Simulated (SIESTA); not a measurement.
## Si2Ni under changes of volume

One of the cells (13.429 Å³/atom); the others are scaled copies at fixed shape and fractional positions:

```
Ni Si
1.0
     0.00000    2.72090    2.72090
     2.72090    0.00000    2.72090
     2.72090    2.72090    0.00000
Ni Si
1 2
Direct
  0.00000 0.00000 0.00000
  0.75000 0.75000 0.75000
  0.25000 0.25000 0.25000
```

| Quantity | Value |
| --- | --- |
| Program | SIESTA 5.4.2 |
| Functional | PBE |
| Potentials or basis | PseudoDojo 0.4 standard (PBE files) |
| Basis | DZP (energy shift 0.003 Ry; two zetas on semicore shells) |
| Grid cutoff | 800 Ry |
| Energy shift | 0.003 Ry |
| k mesh | 9 × 9 × 9 |
| Occupations | fermi-dirac, width 0.05 eV |
| Spin | collinear spin, ferromagnetic start |
| Starting moments | [1.0, 0.0, 0.0] μB |

| volume (Å³/atom) | energy over the lowest point (meV/atom) | pressure (GPa) |
| --- | --- | --- |
| 12.376 | 49.59 | 15.2 |
| 12.639 | 28.11 | 10.9 |
| 12.902 | 13.17 | 7.2 |
| 13.429 | 0.00 | 0.8 |
| 13.692 | 0.87 | -2.1 |
| 13.956 | ? | ? |

**Question.** What does the run at 13.956 Å³/atom give?

**Answer.** Energy over the lowest point 6.30 meV/atom; pressure -4.6 GPa.

Worked out: A Birch-Murnaghan fit of order 3 (a polynomial in V^(-2/3)) to the other rows has its minimum at 13.51 Å³/atom with B0 = V·E''(V) = 144 GPa and B' = 4.1. It gives 6.04 meV/atom at 13.956 Å³/atom, against the run's 6.30, and -dE/dV = -4.4 GPa, against -4.6.

Energies are extrapolated to zero smearing.

Caveats: short orbitals over semicore shells can move pressures by several GPa; the basis of atomic orbitals isn't converged, which shifts pressures, moduli and gaps.
